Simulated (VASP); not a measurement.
PtS2, 3 atoms in the cell. The cell holds a slab with vacuum, 3 atoms: a = 3.541 Å, b = 3.541 Å, c = 30.825 Å, α = 90.00°, β = 90.00°, γ = 120.00°. 

* Program: VASP 6.6.1
* Task: single point
* Functional: PBE
* Dispersion: D3(BJ)
* Potentials or basis: VASP PAW PBE potentials, release 64 (S, Pt)
* Cutoff: 520 eV
* k mesh: 9 × 9 × 1
* Occupations: gaussian, width 0.02 eV
* Spin: no spin polarisation
* Dipole correction: yes
* Further INCAR settings: ALGO = Fast; EDIFF = 1e-06; NBANDS = 18

Potentials or basis: VASP PAW PBE potentials, release 64 (S, Pt).

Run with:

```console
$ cat potpaw_PBE.64/S/POTCAR potpaw_PBE.64/Pt/POTCAR > POTCAR
$ mpirun -np 1 vasp_std > vasp.out
```

Hardware: 1 thread of Intel(R) Xeon(R) 6975P-C (Granite Rapids) (shared host).

Task: Estimate the wall time of this run.

Result: It took 74 s on 1 thread of Intel(R) Xeon(R) 6975P-C (Granite Rapids), with other jobs on the host, peak memory 0.46 GiB. Counts: scf iterations 19, k points 12.
